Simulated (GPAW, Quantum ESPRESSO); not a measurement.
This is a calculation of TiSi for GPAW 26.7.0 (ASE script). Atoms were shifted at random by some hundredths of an Å from the given cell, which wasn't relaxed again for these runs. The cell comes from a database or a generator and needn't be the stable form of this composition.

run.py

```python
from ase import Atoms
from ase.dft.bandgap import bandgap
from ase.io import write
from ase.units import GPa
from gpaw import GPAW, PW, setup_paths

setup_paths.insert(0, '.')

atoms = Atoms(['Ti', 'Si'],
              cell=[[1.816178, -2.117624, 0.0],
                    [1.816178, 2.117624, 0.0],
                    [0.0, 0.0, 3.803934]],
              scaled_positions=[[0.499561, 0.50879, -0.006509],
                                [0.007151, 0.004152, 0.489481]],
              pbc=True)

calc = GPAW(mode=PW(600),
            xc='PBEsol',
            kpts={'size': (10, 10, 7), 'gamma': True},
            occupations={'name': 'fermi-dirac', 'width': 0.05},
            nbands=18,
            convergence={'density': 1e-05, 'energy': 1e-05},
            maxiter=150,
            txt='gpaw.txt')
atoms.calc = calc
energy = atoms.get_potential_energy()
forces = atoms.get_forces()
stress = atoms.get_stress()
calc.write('gs.gpw')
write('result.traj', atoms)
print(f'Energy: {energy:.6f} eV')
print('Forces (eV/A):')
print(forces.round(4))
print('Stress (GPa):', (stress / GPa).round(3))
print('Fermi level:', round(calc.get_fermi_level(), 4), 'eV')
print(f'Gap: {bandgap(calc)[0]:.4f} eV, direct: {bandgap(calc, direct=True)[0]:.4f} eV')
```

Potentials or basis: PAW data sets generated in the run's folder for this functional, pw.

Run with:

```sh
$ gpaw-setup -f PBEsol Si Ti
$ OMP_NUM_THREADS=1 python run.py
```

**Question.** Set up the same calculation for Quantum ESPRESSO 7.5. Potentials or basis there: GBRV 1.5 PBEsol, cutoff 612 eV.

**Answer.** As run (cutoffs and basis follow the program's own potentials, and thresholds, step limits or extra output files can differ):

File pw.in:

```
&CONTROL
  calculation = 'scf'
  prefix = 'pwscf'
  outdir = './tmp'
  pseudo_dir = './pseudo'
  tprnfor = .true.
  tstress = .true.
  disk_io = 'nowf'
/
&SYSTEM
  ibrav = 0
  nat = 2
  ntyp = 2
  ecutwfc = 45
  ecutrho = 360
  nbnd = 14
  occupations = 'smearing'
  smearing = 'fd'
  degauss = 0.00367493
/
&ELECTRONS
  conv_thr = 4d-10
  electron_maxstep = 120
  mixing_beta = 0.5
/
ATOMIC_SPECIES
Ti    47.8670 ti_pbesol_v1.4.uspp.F.UPF
Si    28.0850 si_pbesol_v1.uspp.F.UPF
CELL_PARAMETERS angstrom
   1.8161780000   -2.1176240000    0.0000000000
   1.8161780000    2.1176240000    0.0000000000
   0.0000000000    0.0000000000    3.8039340000
ATOMIC_POSITIONS crystal
Ti     0.4995610000    0.5087900000   -0.0065090000
Si     0.0071510000    0.0041520000    0.4894810000
K_POINTS automatic
10 10 7 0 0 0
```

Potentials or basis: GBRV 1.5 PBEsol.

Command:

```sh
$ OMP_NUM_THREADS=1 mpirun -n 2 pw.x -nk 2 -in pw.in > pw.out
```

Both were run:

|  | GPAW | Quantum ESPRESSO |
| --- | --- | --- |
| Pressure | -4.1 GPa | -4.3 GPa |
| Largest force | 0.132 eV/Å | 0.130 eV/Å |
| Energy over the undisturbed cell | 0.7 meV/atom | 0.7 meV/atom |

Pressure is positive in compression.
